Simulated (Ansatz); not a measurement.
The reference is InN in the wurtzite structure (space group P6_3mc, No. 186; a = 3.547 Å, c = 5.723 Å). Axes: x lies along a and z along c of the hexagonal cell.

Computed with r2SCAN (Ansatz, an electronic-structure program), spin-orbit coupling left out.

Before the change:

- Pressure = 0.0 GPa
- Volume per atom = 15.59 Å³

Modification: biaxial strain +3.26 %, plane normal [001], relaxed out of plane (Cartesian); in-plane vectors clamped, the third vector and the atoms free.

Q: Estimate the effect on the pressure.

A: The pressure (mean of the normal stresses, compression positive) goes from zero to -5.0 GPa.

Q: Estimate the effect on the volume per atom.

A: The volume per atom grows by 0.58 Å³ to 16.17 Å³.

No phonon test of stability was made. All final runs are without spin polarisation. Gaps under 0.05 eV, about the width of the smearing, are given as zero.
